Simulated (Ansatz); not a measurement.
# SiC: sound and stiffness along [100], [110] and [111]

All numbers below come from DFT LDA, scalar-relativistic, plane waves, PAW (Ansatz). Plane waves to 420 eV; Γ-centred k mesh 10×10×10; fixed occupations. No spin polarisation.

Relaxed structure:
```
CELL_PARAMETERS angstrom
0.00000 2.16448 2.16448
2.16448 0.00000 2.16448
2.16448 2.16448 0.00000
ATOMIC_POSITIONS crystal
Si 0.00000 0.00000 0.00000
C 0.25000 0.25000 0.25000
```

With ions relaxed, on the cubic axes: C11 = 403.5, C12 = 142.7, C44 = 252.1 GPa. The density is 3.283 g/cm³.

Problem. Is the crystal stable against strain, and how anisotropic is it?

Solution. Born's conditions hold: C11 + 2C12 = 688.9, C11 − C12 = 260.8 and C44 = 252.1 GPa are all positive. B = (C11 + 2C12)/3 = 229.6 GPa. The two shear moduli are C44 and C′ = (C11 − C12)/2 = 130.4 GPa, so Zener's ratio is A = C44/C′ = 1.93: the tetragonal shear C′ is the soft one, as in many fcc and bcc metals and zincblende crystals. The Cauchy pressure C12 − C44 is -109.4 GPa; it would vanish for pair forces between atoms on inversion centres at zero pressure, and a negative value is usual with directional bonding, though many-body forces give one in some ionic oxides too.

Problem. Give the sound speeds along the three symmetry directions.

Solution. The Christoffel equation gives ρv² for each branch:
```csv
direction,branch,ρv²,GPa,v (m/s)
[100],L,C11,403.5,11086
[100],T (×2),C44,252.1,8763
[110],L,(C11 + C12 + 2C44)/2,525.2,12648
[110],"T, u ∥ [001]",C44,252.1,8763
[110],"T, u ∥ [1-10]",(C11 − C12)/2,130.4,6302
[111],L,(C11 + 2C12 + 4C44)/3,565.7,13127
[111],T (×2),(C11 − C12 + C44)/3,171.0,7216
```

In a piezoelectric crystal some branches stiffen further, which is left out.

Problem. How does Young's modulus depend on direction?

Solution. Inverting gives S11 = 3.040, S12 = -0.794, S44 = 3.967 TPa⁻¹. Along a unit vector (l, m, n), 1/E = S11 − 2(S11 − S12 − S44/2)(l²m² + m²n² + n²l²), where the last bracket is 0, 1/4 and 1/3 for [100], [110] and [111]: E = 329, 473 and 554 GPa. With A > 1 the body diagonal is stiffest. For a film on (001), the biaxial modulus is C11 + C12 − 2C12²/C11 = 445 GPa and the normal strain is −2C12/C11 = -0.71 times the in-plane one.

Cost: 2 runs of about 4.5 core-minutes in all, on Intel Xeon Processor @ 2.50GHz (Skylake/Cascade Lake) (shared hosts).

The crystal withstands every small homogeneous strain, but it resists some shears far better than others, and the geometry of its tetrahedral sp³ network explains why. The bonds point along the body diagonals, so a volume-conserving tetragonal strain leaves their lengths unchanged to first order and only bends the angles between them. C′ therefore measures mainly angular stiffness. The shear behind C44 also stretches and compresses bonds, and it stays the stiffer one even though the two sublattices can shift to relieve part of the strain.

The same contrast orders the sound speeds: the longitudinal wave is fastest along [111], where one bond in four lies along the direction of motion, and the slowest wave is the [110] shear governed by C′ alone. That even this branch reaches 6302 m/s reflects short, strong bonds between light atoms. Stability against homogeneous strain doesn't exclude a soft phonon at finite wavevector, nor does it rank this cubic form against the hexagonal polytypes.
